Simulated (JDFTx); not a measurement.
The system is Ir.

```
CELL_PARAMETERS angstrom
0.00000 1.91560 1.91560
1.91560 0.00000 1.91560
1.91560 1.91560 0.00000
ATOMIC_POSITIONS crystal
Ir 0.00000 0.00000 0.00000
```

A run of JDFTx 1.7.0 (patched build) on this cell left the log below. Logs are shortened: lines on timing, memory, paths and dates and some standing lists are left out, and cuts for length are marked.

```text
*************** JDFTx 1.7.0 (patched build) ***************

Input parsed successfully to the following command list (including defaults):
[... the input with its defaults ...]

---------- Setting up symmetries ----------

Found 48 point-group symmetries of the bravais lattice
Found 48 space-group symmetries with basis
Applied RMS atom displacement 0 bohrs to make symmetries exact.

---------- Initializing the Grid ----------
R =
[            0      3.61996      3.61996  ]
[      3.61996            0      3.61996  ]
[      3.61996      3.61996            0  ]
unit cell volume = 94.8727
G =
[  -0.867853   0.867853   0.867853  ]
[   0.867853  -0.867853   0.867853  ]
[   0.867853   0.867853  -0.867853  ]
Minimum fftbox size, Smin = [  28  28  28  ]
Chosen fftbox size, S = [  28  28  28  ]

---------- Exchange Correlation functional ----------
Initalized PBE GGA exchange.
Initalized PBE GGA correlation.

---------- Setting up pseudopotentials ----------
Width of ionic core gaussian charges (only for fluid interactions / plotting) set to 0

Reading pseudopotential file 'pseudo/Ir.upf':
  'Ir' pseudopotential, 'PBE' functional
  Generated using ONCVPSP code by D. R. Hamann
  17 valence electrons, 6 orbitals, 14 projectors, 1001 radial grid points, with lMax = 3
    5S    l: 0   occupation:  2.0   eigenvalue: -3.592278
    5P    l: 1   occupation:  4.0   eigenvalue: -1.873210
    5P    l: 1   occupation:  2.0   eigenvalue: -2.372440
    5D    l: 2   occupation:  4.2   eigenvalue: -0.245427
    5D    l: 2   occupation:  2.8   eigenvalue: -0.290417
    6S    l: 0   occupation:  2.0   eigenvalue: -0.232974
  Core radius for overlap checks: 2.20 bohrs.

Initialized 1 species with 1 total atoms.

Folded 1 k-points by 12x12x12 to 1728 k-points.

---------- Setting up k-points, bands, fillings ----------
Reduced to 72 k-points under symmetry.
Computing the number of bands and number of electrons
Calculating initial fillings.
nElectrons:  17.000000   nBands: 29   nStates: 72

----- Setting up reduced wavefunction bases (one per k-point) -----
average nbasis = 898.486 , ideal nbasis = 898.366

---------- Setting up ewald sum ----------
Optimum gaussian width for ewald sums = 1.845466 bohr.
Real space sum over 2197 unit cells with max indices [  6  6  6  ]
Reciprocal space sum over 2197 terms with max indices [  6  6  6  ]

---------- Allocating electronic variables ----------
Initializing wave functions:  linear combination of atomic orbitals
Note: number of bands (29) exceeds available atomic orbitals (20)
Ir pseudo-atom occupations:   s ( 2 0 )  p- ( 2 )  p+ ( 4 )  d- ( 4 )  d+ ( 5 )
	FillingsUpdate:  mu: +0.889797330  nElectrons: 17.000000
LCAOMinimize: Iter:   0  F: -106.5176801742432531  |grad|_K:  2.352e-03  alpha:  1.000e+00
	FillingsUpdate:  mu: +0.973787147  nElectrons: 17.000000
LCAOMinimize: Iter:   1  F: -106.6239699740182800  |grad|_K:  3.568e-05  alpha:  5.964e-01  linmin: -3.193e-01  cgtest:  8.719e-01
LCAOMinimize: Encountered beta<0, resetting CG.
[... 4 lines of inner loops ...]
LCAOMinimize: Encountered beta<0, resetting CG.
	FillingsUpdate:  mu: +0.974983345  nElectrons: 17.000000
LCAOMinimize: Iter:   4  F: -106.6239946418448596  |grad|_K:  1.446e-08  alpha:  9.047e-01  linmin:  1.994e-02  cgtest: -5.788e-02
LCAOMinimize: Converged (|Delta F|<1.000000e-06 for 2 iters).

-------- Electronic minimization -----------
Will mix electronic density at each iteration.
	FillingsUpdate:  mu: +0.974983345  nElectrons: 17.000000
	FillingsUpdate:  mu: +0.971943002  nElectrons: 17.000000
SCF: Cycle:  0   F: -106.645484166782396   dF: -2.149e-02   |Residual|: 2.637e-02   |deigs|: 2.194e+00
	FillingsUpdate:  mu: +0.967322222  nElectrons: 17.000000
SCF: Cycle:  1   F: -106.645992714829347   dF: -5.085e-04   |Residual|: 9.067e-03   |deigs|: 5.791e-03
	FillingsUpdate:  mu: +0.966203529  nElectrons: 17.000000
SCF: Cycle:  2   F: -106.646011641262675   dF: -1.893e-05   |Residual|: 3.145e-03   |deigs|: 1.211e-03
	FillingsUpdate:  mu: +0.966378060  nElectrons: 17.000000
SCF: Cycle:  3   F: -106.646013024568774   dF: -1.383e-06   |Residual|: 4.027e-04   |deigs|: 2.639e-04
	FillingsUpdate:  mu: +0.966298245  nElectrons: 17.000000
SCF: Cycle:  4   F: -106.646013283976004   dF: -2.594e-07   |Residual|: 1.922e-04   |deigs|: 1.191e-04
	FillingsUpdate:  mu: +0.966347194  nElectrons: 17.000000
SCF: Cycle:  5   F: -106.646013398770819   dF: -1.148e-07   |Residual|: 1.545e-05   |deigs|: 7.719e-05
	FillingsUpdate:  mu: +0.966345194  nElectrons: 17.000000
SCF: Cycle:  6   F: -106.646013425450946   dF: -2.668e-08   |Residual|: 7.404e-06   |deigs|: 8.477e-05
	FillingsUpdate:  mu: +0.966346829  nElectrons: 17.000000
SCF: Cycle:  7   F: -106.646013440820042   dF: -1.537e-08   |Residual|: 4.991e-06   |deigs|: 1.061e-04
	FillingsUpdate:  mu: +0.966345696  nElectrons: 17.000000
SCF: Cycle:  8   F: -106.646013445888130   dF: -5.068e-09   |Residual|: 1.115e-06   |deigs|: 3.074e-05
	FillingsUpdate:  mu: +0.966345733  nElectrons: 17.000000
SCF: Cycle:  9   F: -106.646013447912068   dF: -2.024e-09   |Residual|: 3.792e-07   |deigs|: 1.316e-04
SCF: Converged (|Delta E|<1.000000e-08 for 2 iters).

Setting wave functions to eigenvectors of Hamiltonian
Converging empty states (this may take a while): |deigs|: 2.247e-04

# Stress tensor in Cartesian coordinates [Eh/a0^3]:
[ -0.000395117            0            0  ]
[            0 -0.000395117            0  ]
[            0            0 -0.000395117  ]

# Ionic positions in lattice coordinates:
ion Ir   0.000000000000000   0.000000000000000   0.000000000000000 1

# Forces in Cartesian coordinates:
force Ir  -0.000000000000000  -0.000000000000000  -0.000000000000000 1

# Energy components:
   Eewald =      -91.5082882196129930
       EH =       14.4945813081880868
     Eloc =      -54.4030728969378288
      Enl =        5.7167193824534666
      Exc =      -21.9397685811947838
 Exc_core =        8.7126929602605632
       KE =       32.2813319263957439
-------------------------------------
     Etot =     -106.6458041204477070
       TS =        0.0002093274643574
-------------------------------------
        F =     -106.6460134479120683

IonicMinimize: Iter:   0  F: -106.646013447912068  |grad|_K:  0.000e+00
IonicMinimize: Converged (|grad|_K<1.000000e-04).

#--- Lowdin population analysis ---
# oxidation-state Ir +0.207

Dumping 'run.eigStats' ...
	eMin: -2.448259 at state 0 ( [ +0.000000 +0.000000 +0.000000 ] spin 0 )
	HOMO: +0.965871 at state 4 ( [ +0.000000 +0.000000 +0.333333 ] spin 0 )
	mu  : +0.966346
	LUMO: +0.967271 at state 15 ( [ +0.000000 +0.083333 -0.250000 ] spin 0 )
	eMax: +2.045574 at state 6 ( [ +0.000000 +0.000000 +0.500000 ] spin 0 )
	HOMO-LUMO gap: +0.001401
	Optical gap  : +0.027338 at state 39 ( [ +0.000000 +0.416667 +0.416667 ] spin 0 )
Done!
```

Task: What input gives this log?

Result: Single point with PBE, spin-orbit coupling, no magnetisation. The files as run (others can give the same):

Ir.in
```
lattice \
    0.0000000000     1.9156000000     1.9156000000 \
    1.9156000000     0.0000000000     1.9156000000 \
    1.9156000000     1.9156000000     0.0000000000
latt-scale 1.889726124626 1.889726124626 1.889726124626
coords-type Lattice
ion Ir     0.0000000000     0.0000000000     0.0000000000 1

ion-species pseudo/Ir.upf
elec-cutoff 34
elec-ex-corr gga-PBE
kpoint-folding 12 12 12
elec-smearing Fermi 0.0018374661
elec-n-bands 29
spintype spin-orbit
electronic-SCF nIterations 100 energyDiffThreshold 1e-08
electronic-minimize nIterations 30 energyDiffThreshold 1e-7
converge-empty-states yes
forces-output-coords Cartesian

dump-name run.$VAR
dump End Ecomponents EigStats BandEigs Kpoints Forces Stress ElecDensity Dtot
```

Potentials or basis: PseudoDojo-FR-PBE-0.4-standard with smoothed tails.
Launch:
```console
$ jdftx -c 1 -i Ir.in -o Ir.out
```
